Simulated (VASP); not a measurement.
# TiTe2 (P-3m1) in VASP: notebook

The runs below take TiTe2 through single point, with PBE+D3(BJ).

Everything below comes from runs of VASP 6.6.1. Logs are shortened: lines on timing, memory, paths and dates and some standing lists are left out, and cuts for length are marked.

### Step 1. The structure

The structure is trigonal, space group P-3m1 (No. 164). The conventional cell has a = 3.696 Å, b = 3.696 Å, c = 6.383 Å, α = 90.00°, β = 90.00°, γ = 120.00°. Around Ti (site symmetry -3m) lie 6 Te at 2.75 Å. Te (site symmetry 3m) is surrounded by 3 Ti at 2.75 Å.

### Step 2. Single point, PBE+D3(BJ)

The input, INCAR:

```
SYSTEM = TiTe2
PREC = Accurate ; ENCUT = 520
EDIFF = 1E-6 ; ISMEAR = 0
SIGMA = 0.1 ; LREAL = .FALSE.
LASPH = .TRUE. ; NELM = 100
ALGO = Fast ; ISIF = 2
LWAVE = .FALSE. ; LCHARG = .FALSE.
GGA = PE ; IVDW = 12
NBANDS = 19
```

The input, KPOINTS:

```
Automatic mesh
0
G
  15 15 8
  0 0 0
```

The input, POSCAR:

```
TiTe2
1.0
    3.6962848711      0.0000000000      0.0000000000
   -1.8481424356      3.2010765980      0.0000000000
    0.0000000000      0.0000000000      6.3828329665
Ti Te
1 2
Direct
    0.0000000000      0.0000000000      0.0000000000
    0.6666666667      0.3333333333      0.2711838255
    0.3333333333      0.6666666667      0.7288161745
```

Potentials or basis: VASP PAW PBE potentials, release 64 (Ti_sv, Te).

Command:

```bash
> cat potpaw_PBE.64/Ti_sv/POTCAR potpaw_PBE.64/Te/POTCAR > POTCAR
> mpirun -np 1 vasp_std > vasp.out
```

OUTCAR:

```text
SYSTEM = TiTe2
   PREC = Accurate
   ENCUT = 520
   EDIFF = 1E-6
   ISMEAR = 0
   LREAL = .FALSE.
   LASPH = .TRUE.
   NELM = 100
   ISIF = 2
   GGA = PE
   IVDW = 12
 IVDW          = 12

 ion  position               nearest neighbor table
   1  0.000  0.000  0.000-   2 2.75   3 2.75   2 2.75   3 2.75   2 2.75   3 2.75
   2  0.667  0.333  0.271-   1 2.75   1 2.75   1 2.75   3 3.62   3 3.62   3 3.62
   3  0.333  0.667  0.729-   1 2.75   1 2.75   1 2.75   2 3.62   2 3.62   2 3.62

  LATTYP: Found a hexagonal cell.
 ALAT       =     3.6962848711
 C/A-ratio  =     1.7268238756

  Lattice vectors:

 A1 = (   3.6962848711,   0.0000000000,   0.0000000000)
 A2 = (  -1.8481424356,   3.2010765980,   0.0000000000)
 A3 = (   0.0000000000,   0.0000000000,   6.3828329665)

Analysis of symmetry for initial positions (statically):
=====================================================================
 Subroutine PRICEL returns:
 Original cell was already a primitive cell.

 Routine SETGRP: Setting up the symmetry group for a
 hexagonal supercell.

 Subroutine GETGRP returns: Found 12 space group operations
 (whereof 12 operations were pure point group operations)
 out of a pool of 24 trial point group operations.

The static configuration has the point symmetry D_3d.

Analysis of symmetry for dynamics (positions and initial velocities):
=====================================================================
 Subroutine PRICEL returns:
 Original cell was already a primitive cell.

 Routine SETGRP: Setting up the symmetry group for a
 hexagonal supercell.

 Subroutine GETGRP returns: Found 12 space group operations
 (whereof 12 operations were pure point group operations)
 out of a pool of 24 trial point group operations.

The dynamic configuration has the point symmetry D_3d.

 Subroutine INISYM returns: Found 12 space group operations
 (whereof 12 operations are pure point group operations),
 and found     1 'primitive' translations

----------------------------------------------------------------------------------------

                                     Primitive cell

  volume of cell :      75.5223

  direct lattice vectors                    reciprocal lattice vectors
     3.696284871  0.000000000  0.000000000     0.270541918  0.156197449  0.000000000
    -1.848142436  3.201076598  0.000000000     0.000000000  0.312394899  0.000000000
     0.000000000  0.000000000  6.382832966     0.000000000  0.000000000  0.156670244

  length of vectors
     3.696284871  3.696284871  6.382832966     0.312394899  0.312394899  0.156670244

  position of ions in fractional coordinates (direct lattice)
     0.000000000  0.000000000  0.000000000
     0.666666667  0.333333333  0.271183826
     0.333333333  0.666666667  0.728816174

  ion indices of the primitive-cell ions
   primitive index   ion index
                 1           1
                 2           2
                 3           3

----------------------------------------------------------------------------------------

 KPOINTS: Automatic mesh

Automatic generation of k-mesh.
 Grid dimensions read from file:
 generate k-points for:   15   15    8

 Generating k-lattice:

  Cartesian coordinates                     Fractional coordinates (reciprocal lattice)
     0.018036128  0.010413163  0.000000000     0.066666667  0.000000000  0.000000000
     0.000000000  0.020826327  0.000000000     0.000000000  0.066666667  0.000000000
     0.000000000  0.000000000  0.019583781     0.000000000  0.000000000  0.125000000

  Length of vectors
     0.020826327  0.020826327  0.019583781

  Shift w.r.t. Gamma in fractional coordinates (k-lattice)
     0.000000000  0.000000000  0.000000000

 Subroutine IBZKPT returns following result:
 ===========================================

 Found    192 irreducible k-points:

 Following reciprocal coordinates:
            Coordinates               Weight
  0.000000  0.000000  0.000000      1.000000
  0.066667  0.000000  0.000000      6.000000
  0.133333  0.000000  0.000000      6.000000
  0.200000  0.000000  0.000000      6.000000
  0.266667  0.000000  0.000000      6.000000
  0.333333  0.000000  0.000000      6.000000
[... 16 lines left out ...]
  0.333333  0.200000  0.000000     12.000000
  0.400000  0.200000  0.000000      6.000000
 [... further k-points ...]
   k-points           NKPTS =    192   k-points in BZ     NKDIM =    192   number of bands    NBANDS=     19
   number of dos      NEDOS =    301   number of ions     NIONS =      3
   total plane-waves  NPLWV =  37632
   dimension x,y,z NGX =    28 NGY =   28 NGZ =   48
   dimension x,y,z NGXF=    56 NGYF=   56 NGZF=   96
   ions per type =               1   2
   NGX,Y,Z   is equivalent  to a cutoff of  12.59, 12.59, 12.50 a.u.
   NGXF,Y,Z  is equivalent  to a cutoff of  25.19, 25.19, 25.00 a.u.
 SYSTEM =  TiTe2
   PREC   = accura    normal or accurate (medium, high low for compatibility)
   ISTART =      0    job   : 0-new  1-cont  2-samecut
   ICHARG =      2    charge: 1-file 2-atom 10-const
   ISPIN  =      1    spin polarized calculation?
   LNONCOLLINEAR =      F non collinear calculations
   LSORBIT =      F    spin-orbit coupling
   LASPH  =      T    aspherical Exc in radial PAW
   ENCUT  =  520.0 eV  38.22 Ry    6.18 a.u.   6.87  6.87 11.87*2*pi/ulx,y,z
   NELM   =    100;   NELMIN=  2; NELMDL= -5     # of ELM steps
   EDIFF  = 0.1E-05   stopping-criterion for ELM
   LREAL  =      F    real-space projection
   EDIFFG = 0.1E-04   stopping-criterion for IOM
   NSW    =      0    number of steps for IOM
   IBRION =     -1    ionic relax: 0-MD 1-quasi-New 2-CG
   NFREE  =      0    steps in history (QN), initial steepest desc. (CG)
   ISIF   =      2    stress and relaxation
   ISYM   =      2    0-nonsym 1-usesym 2-fastsym
   POTIM  = 0.5000    time-step for ionic-motion
   TEBEG  =    0.0;   TEEND  =   0.0 temperature during run
   PSTRESS=    0.0 pullay stress
   NELECT =      24.0000    total number of electrons
   NUPDOWN=      -1.0000    fix difference up-down
   EMIN   =  10.00;   EMAX   =-10.00  energy-range for DOS
   EFERMI =   0.00;   METHOD = LEGACY
   ISMEAR =     0;   SIGMA  =   0.10  broadening in eV -4-tet -1-fermi 0-gaus
   EFERMI_NEDOS =   21; number of points for ismear=-14 and -15
   IALGO  =     68    algorithm
   IMIX   =      4    mixing-type and parameters
     AMIX     =   0.40;   BMIX     =  1.00
     AMIX_MAG =   1.60;   BMIX_MAG =  1.00
  volume/ion in A,a.u.               =      25.17       169.88
  Fermi-wavevector in a.u.,A,eV,Ry     =   1.117173  2.111150 16.981084  1.248074
  Thomas-Fermi vector in A             =   2.253793
   LORBIT       =      0    0 simple, 1 ext, 2 COOP (PROOUT), +10 PAW based schemes
   GGA     = PE    functional components
   LHFCALC =     F    Hartree Fock is set to
   AEXX    =    0.0000 exact exchange contribution
   IVDW    =    12    specifies the selected vdW correction
   LEPSILON=     F    determine dielectric tensor
   LRPA    =     F    only Hartree local field effects (RPA)
 non-spin polarized calculation
 RMM-DIIS sequential band-by-band and
 Gauss-broadening in eV      SIGMA  =   0.10
  energy-cutoff  :      520.00
  volume of cell :       75.52
 maximum number of plane-waves:      2056
   NGX = 13   NGY = 13   NGZ = 23

 number of electron      24.0000002 magnetization

 Free energy of the ion-electron system (eV)
  ---------------------------------------------------
  ext. energy  EPLUGINS =         0.00000000
  ---------------------------------------------------
  free energy    TOTEN  =       -16.14810683 eV

  energy without entropy =      -16.14078904  energy(sigma->0) =      -16.14444793

 E-fermi :   7.6168     XC(G=0): -10.1730

 val. band max:        7.6147591962   @ k =   0.3333   0.0000   0.5000
 cond. band min:       7.6216851055   @ k =   0.1333   0.0000   0.1250
 fundamental gap:      0.0069259094
 Fermi energy:         7.6167676572

 k-point     1 :       0.0000    0.0000    0.0000
  band No.  band energies     occupation
      1     -49.7689      2.00000
      2     -26.0335      2.00000
      3     -26.0335      2.00000
      4     -26.0000      2.00000
      5      -5.1674      2.00000
      6      -3.4668      2.00000
[... 11 lines left out ...]
     18      12.8571      0.00000
     19      13.9642      0.00000

 k-point     2 :       0.0667    0.0000    0.0000
  band No.  band energies     occupation
      1     -49.7687      2.00000
      2     -26.0358      2.00000
      3     -26.0340      2.00000
      4     -25.9995      2.00000
      5      -5.1136      2.00000
      6      -3.4375      2.00000
[... 11 lines left out ...]
     18      13.2625      0.00000
     19      14.2147      0.00000

 k-point     3 :       0.1333    0.0000    0.0000
  band No.  band energies     occupation
      1     -49.7682      2.00000
      2     -26.0424      2.00000
      3     -26.0355      2.00000
      4     -25.9979      2.00000
      5      -4.9544      2.00000
      6      -3.3531      2.00000
[... 11 lines left out ...]
     18      13.8050      0.00000
     19      14.7739      0.00000

 k-point     4 :       0.2000    0.0000    0.0000
  band No.  band energies     occupation
      1     -49.7675      2.00000
      2     -26.0520      2.00000
      3     -26.0377      2.00000
      4     -25.9957      2.00000
      5      -4.6982      2.00000
      6      -3.2251      2.00000
[... 407 lines left out ...]
     18      12.3692      0.00000
     19      15.3089      0.00000

 k-point    23 :       0.3333    0.2000    0.0000
  band No.  band energies     occupation
      1     -49.7646      2.00000
      2     -26.0793      2.00000
      3     -26.0561      2.00000
      4     -25.9869      2.00000
      5      -3.2041      2.00000
      6      -2.7916      2.00000
[... 11 lines left out ...]
     18      12.0440      0.00000
     19      15.2621      0.00000

 k-point    24 :       0.4000    0.2000    0.0000
  band No.  band energies     occupation
      1     -49.7645      2.00000
      2     -26.0804      2.00000
      3     -26.0574      2.00000
      4     -25.9864      2.00000
      5      -3.0339      2.00000
      6      -2.8341      2.00000
[... 11 lines left out ...]
     18      11.9491      0.00000
     19      15.1553      0.00000

 [... further k-points ...]

------------------------ aborting loop because EDIFF is reached ----------------------------------------

 Edisp (eV)   -1.56818

 E8    (eV) :    -0.7264

  FORCE on cell =-STRESS in cart. coord.  units (eV):
  Direction    XX          YY          ZZ          XY          YZ          ZX
  --------------------------------------------------------------------------------------
  -------------------------------------------------------------------------------------
  Total      -0.00640    -0.00640    -0.00283     0.00000    -0.00000     0.00000
  in kB      -0.13588    -0.13588    -0.06004     0.00000    -0.00000     0.00000
  external pressure =       -0.11 kB  Pullay stress =        0.00 kB

 VOLUME and BASIS-vectors are now :
 -----------------------------------------------------------------------------
  energy-cutoff  :      520.00
  volume of cell :       75.52
      direct lattice vectors                 reciprocal lattice vectors
     3.696284871  0.000000000  0.000000000     0.270541918  0.156197449  0.000000000
    -1.848142436  3.201076598  0.000000000     0.000000000  0.312394899  0.000000000
     0.000000000  0.000000000  6.382832966     0.000000000  0.000000000  0.156670244

 POSITION                                       TOTAL-FORCE (eV/Angst)
 -----------------------------------------------------------------------------------
      0.00000      0.00000      0.00000        -0.000000      0.000000      0.000000
      1.84814      1.06703      1.73092        -0.000000      0.000000      0.009104
     -0.00000      2.13405      4.65191         0.000000     -0.000000     -0.009104
 -----------------------------------------------------------------------------------
    total drift:                               -0.000000     -0.000000     -0.000000

  FREE ENERGIE OF THE ION-ELECTRON SYSTEM (eV)
  ---------------------------------------------------
  free  energy   TOTEN  =       -17.7162836879 eV

  energy  without entropy=      -17.7089658998  energy(sigma->0) =      -17.71262479
```

Run time: 8.1 min. Hardware: 1 thread of Intel Xeon Platinum 8488C (Sapphire Rapids), shared host; peak memory 0.4 GiB.

What came out:

```
Free energy                : -17.7163 eV
Pressure                   : 0.0 GPa
Largest force              : 0.009 eV/Å
Band gap on the k mesh     : none (metal or under the smearing width)
Dispersion energy per atom : -0.523 eV
```

Forces on the atoms (eV/Å):
```
Ti   0.000  0.000  0.000
Te   0.000  0.000  0.009
Te   0.000  0.000 -0.009
```

Levels at points of the mesh, in eV from the Fermi level:
```tsv
k point	band 10	band 11	band 12	band 13	band 14	band 15
(0.00, 0.00, 0.00)	0.23	0.43	0.43	0.70	1.27	1.27
(0.00, 0.00, 0.50)	-1.53	0.42	0.42	0.84	0.84	1.08
```

### Step 3. Single point, PBE+D3(BJ)

This run uses another cell than the first one, of 25.93 Å³/atom, 1.030 times its volume.

The input, INCAR:

```
SYSTEM = TiTe2
  PREC = Accurate
  ENCUT = 520
  EDIFF = 1E-6
  ISMEAR = 0
  SIGMA = 0.1
  LREAL = .False.
  LASPH = .True.
  NELM = 100
  ALGO = Fast
  ISIF = 2
  LWAVE = .False.
  LCHARG = .False.
  GGA = PE
  IVDW = 12
  NBANDS = 19
```

The input, KPOINTS:

```
Automatic mesh
0
Gamma
  15 15 8
  0 0 0
```

The input, POSCAR:

```
TiTe2
1.0
    3.7249131483      0.0000000000      0.0000000000
   -1.8624565741      3.2258694134      0.0000000000
    0.0000000000      0.0000000000      6.4736508375
Ti Te
1 2
Direct
    0.0000000000      0.0000000000      0.0000000000
    0.6666666667      0.3333333333      0.2670855770
    0.3333333333      0.6666666667      0.7329144230
```

Potentials or basis: VASP PAW PBE potentials, release 64 (Ti_sv, Te).

Command:

```bash
> cat potpaw_PBE.64/Ti_sv/POTCAR potpaw_PBE.64/Te/POTCAR > POTCAR
> mpirun -np 1 vasp_std > vasp.out
```

OUTCAR:

```text
SYSTEM = TiTe2
   PREC = Accurate
   ENCUT = 520
   EDIFF = 1E-6
   ISMEAR = 0
   LREAL = .False.
   LASPH = .True.
   NELM = 100
   ISIF = 2
   GGA = PE
   IVDW = 12
 IVDW          = 12

 ion  position               nearest neighbor table
   1  0.000  0.000  0.000-   2 2.76   3 2.76   2 2.76   3 2.76   2 2.76   3 2.76
   2  0.667  0.333  0.267-   1 2.76   1 2.76   1 2.76
   3  0.333  0.667  0.733-   1 2.76   1 2.76   1 2.76

  LATTYP: Found a hexagonal cell.
 ALAT       =     3.7249131483
 C/A-ratio  =     1.7379333637

  Lattice vectors:

[... 721 lines left out ...]
 Edisp (eV)   -1.52210

 E8    (eV) :    -0.7054

  FORCE on cell =-STRESS in cart. coord.  units (eV):
  Direction    XX          YY          ZZ          XY          YZ          ZX
  --------------------------------------------------------------------------------------
  -------------------------------------------------------------------------------------
  Total      -0.53511    -0.53511    -0.52228    -0.00000     0.00000     0.00000
  in kB     -11.02149   -11.02149   -10.75729    -0.00000     0.00000     0.00000
  external pressure =      -10.93 kB  Pullay stress =        0.00 kB

 VOLUME and BASIS-vectors are now :
 -----------------------------------------------------------------------------
  energy-cutoff  :      520.00
  volume of cell :       77.79
      direct lattice vectors                 reciprocal lattice vectors
     3.724913148  0.000000000  0.000000000     0.268462635  0.154996975  0.000000000
    -1.862456574  3.225869413  0.000000000     0.000000000  0.309993949  0.000000000
     0.000000000  0.000000000  6.473650838     0.000000000  0.000000000  0.154472341

 POSITION                                       TOTAL-FORCE (eV/Angst)
 -----------------------------------------------------------------------------------
      0.00000      0.00000      0.00000        -0.000000      0.000000      0.000000
      1.86246      1.07529      1.72902        -0.000000      0.000000      0.003471
     -0.00000      2.15058      4.74463         0.000000      0.000000     -0.003471
 -----------------------------------------------------------------------------------
    total drift:                                0.000000     -0.000000     -0.000000

  FREE ENERGIE OF THE ION-ELECTRON SYSTEM (eV)
  ---------------------------------------------------
  free  energy   TOTEN  =       -17.7081313770 eV

  energy  without entropy=      -17.7007219892  energy(sigma->0) =      -17.70442668
```

OSZICAR:

```text
N       E                     dE             d eps       ncg     rms          rms(c)
DAV:   1     0.178979922070E+03    0.17898E+03   -0.10869E+04  7296   0.119E+03
DAV:   2    -0.186674341632E+01   -0.18085E+03   -0.17612E+03  7679   0.298E+02
DAV:   3    -0.177229081716E+02   -0.15856E+02   -0.15422E+02 11140   0.828E+01
[... 18 lines left out ...]
RMM:  22    -0.161860242981E+02   -0.34767E-05   -0.53563E-05 10385   0.331E-02    0.211E-02
RMM:  23    -0.161860263760E+02   -0.20778E-05   -0.33121E-05 10201   0.308E-02    0.328E-03
RMM:  24    -0.161860283077E+02   -0.19318E-05   -0.21790E-05  9335   0.222E-02    0.781E-03
RMM:  25    -0.161860294237E+02   -0.11160E-05   -0.12559E-05  7541   0.128E-02    0.526E-03
RMM:  26    -0.161860302143E+02   -0.79060E-06   -0.89274E-06  7043   0.101E-02
   1 F= -.17708131E+02 E0= -.17704427E+02  d E =-.740939E-02
```

Wall time 3.6 min (1 thread of Intel Xeon 6975P-C (Granite Rapids), shared host); peak memory 0.4 GiB.

Results:

```yaml
Free_energy: -17.7081 eV
Pressure: -1.1 GPa
Largest_force: 0.003 eV/Å
Band_gap_on_the_k_mesh: none (metal or under the smearing width)
Dispersion_energy_per_atom: -0.507 eV
```

Forces in eV/Å, atoms in the order of the input:
```
Ti   0.000  0.000  0.000
Te   0.000  0.000  0.003
Te   0.000  0.000 -0.003
```

The run has no spin-orbit coupling, so splittings on Te are missing.
